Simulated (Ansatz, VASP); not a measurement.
One calculation of Fe, two programs

The input INCAR:

```
SYSTEM = Fe
ALGO = Normal
EDIFF = 1E-6
ENCUT = 520
GGA = RP
ISIF = 2
ISMEAR = -1
ISPIN = 2
LASPH = .TRUE.
LCHARG = .FALSE.
LMAXMIX = 4
LORBIT = 11
LREAL = .FALSE.
LWAVE = .FALSE.
MAGMOM = 3
NBANDS = 14
NELM = 150
PREC = Accurate
SIGMA = 0.05
```

The input KPOINTS:

```
k-points
0
G
  13 13 13
  0 0 0
```

Contents of POSCAR:

```
Fe
1.0
   -1.4430000000      1.4430000000      1.4430000000
    1.4430000000     -1.4430000000      1.4430000000
    1.4430000000      1.4430000000     -1.4430000000
Fe
1
Direct
    0.0000000000      0.0000000000      0.0000000000
```

Contents of input.yaml:

```yaml
crystal:
  lattice:
    - [-1.443, 1.443, 1.443]
    - [1.443, -1.443, 1.443]
    - [1.443, 1.443, -1.443]
  atoms:
    - { symbol: Fe, position: [0.0, 0.0, 0.0], spin: 3.0 }
kpoints:
  mp_grid: { grid: [13, 13, 13] }
  band_path:
    path:
      - [0.0, 0.0, 0.0]
      - [0.5, -0.5, 0.5]
      - [0.0, 0.0, 0.5]
      - [0.0, 0.0, 0.0]
      - [0.25, 0.25, 0.25]
      - [0.5, -0.5, 0.5]
    npoints: 12
scf:
  occupations: { method: fermi_dirac, width: 0.05 }
hamiltonian:
  xc: rpbe
  pseudopotentials: { kind: all_electron, lapw: { basis_error: 0.001 } }
magnetization:
  spin_polarized: true
output:
  forces: true
  stress: true
  eigenvalues: true
```

Alike in both runs: functional RPBE; k mesh 13 × 13 × 13; occupations fermi-dirac, width 0.05 eV; collinear spin.

|  | VASP | Ansatz |
| --- | --- | --- |
| version | VASP 6.6.1 | Ansatz 0.2.0 |
| potentials or method | VASP PAW PBE potentials, release 64 (Fe) | all-electron LAPW, scalar-relativistic |
| plane-wave cutoff (eV) | 520 | see its input |
| task | single point | band structure |

|  | VASP | Ansatz | Ansatz less VASP |
| --- | --- | --- | --- |
| gap on the k mesh at the Fermi level (eV) | none | none | - |
| pressure (GPa) | -2.9 | -3.6 | -0.72 |
| net moment per atom (μB) | 2.34 | 2.29 | -0.047 |
| size of the moment on the site where the two differ most (μB) | 2.35 | 2.36 | +0.009 |

Site moments also hang on the region over which each program counts them. A gap of «none» marks a metal or a gap that the smearing closes. Ansatz ran all-electron here, so the differences hold the error of VASP's frozen core and of both bases.

Caveats: the PAW data sets were made with another functional, which shifts forces and pressure a little (VASP).
